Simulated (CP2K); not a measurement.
Runs of CP2K 2026.2 on As. Symmetry: R-3m, No. 166, trigonal system. Conventional cell: a = 3.762 Å, b = 3.762 Å, c = 10.542 Å, α = 90.00°, β = 90.00°, γ = 120.00°. As (site symmetry 3m) has 3 As at 2.51 Å as nearest neighbours. 

| level | cutoff of the non-local correlation (Ry) | gap on the mesh (eV) | pressure (GPa) | largest force (eV/Å) |
| --- | --- | --- | --- | --- |
| M06-L | - | none | 5.8 | (c) |
| OLYP | - | none | 3.5 | 0.31 |
| AM05 | - | none | 2.6 | 0.61 |
| LDA | - | none | 2.6 | (b) |
| rev-vdW-DF2 | 300 | none | (a) | 0.62 |

Alike in all rows: task band structure; potentials or basis POTENTIAL_UZH As GTH-PBE-q5; TZVP-MOLOPT-PBE-GTH basis; no spin polarisation; cell as given; k mesh 9 × 9 × 9; smearing fermi-dirac 0.05 eV.

Task: Estimate the missing entries.

Result: (a) 4.8; (b) 0.67; (c) 0.06.

Caveats: the potentials were made for another functional, which shifts forces and pressure; the basis of atomic orbitals isn't converged, which shifts pressures, moduli and gaps.

A k mesh can miss the band edges, and the runs leave out spin-orbit coupling on As.

A gap of «none» marks a metal or a gap under the smearing width.

Runs at the PBE level aren't shown here.
